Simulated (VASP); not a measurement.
# Sb under changes of volume

One of the cells (27.199 Å³/atom); the others are scaled copies at fixed shape and fractional positions:

```
Sb
1.0
     0.00000    2.38695    2.38695
     2.38695    0.00000    2.38695
     2.38695    2.38695    0.00000
Sb
1
Direct
  0.00000 0.00000 0.00000
```

This isn't the form of Sb at room conditions, which is rhombohedral.

| Quantity | Value |
| --- | --- |
| Program | VASP 6.6.1 |
| Functional | PBEsol |
| Potentials or basis | VASP PAW PBE potentials, release 64 (Sb) |
| Cutoff | 520 eV |
| k mesh | 10 × 10 × 10 |
| Occupations | fermi-dirac, width 0.05 eV |
| Spin | no spin polarisation |

| volume (Å³/atom) | energy over the lowest point (meV/atom) | pressure (GPa) |
| --- | --- | --- |
| 25.066 | 9.03 | 2.9 |
| 25.599 | 2.16 | 1.4 |
| 26.133 | 0.00 | 0.0 |
| 27.199 | 7.76 | -2.4 |
| 27.733 | 17.26 | -3.4 |
| 28.266 | ? | ? |

What does the run at 28.266 Å³/atom give?

Energy over the lowest point 30.23 meV/atom; pressure -4.4 GPa.

Worked out: A Birch-Murnaghan fit of order 3 (a polynomial in V^(-2/3)) to the other rows has its minimum at 26.14 Å³/atom with B0 = V·E''(V) = 62 GPa and B' = 3.0. It gives 30.01 meV/atom at 28.266 Å³/atom, against the run's 30.23, and -dE/dV = -4.3 GPa, against -4.4.

Energies are extrapolated to zero smearing.

Caveats: the PAW data sets were made with another functional, which shifts forces and pressure a little.
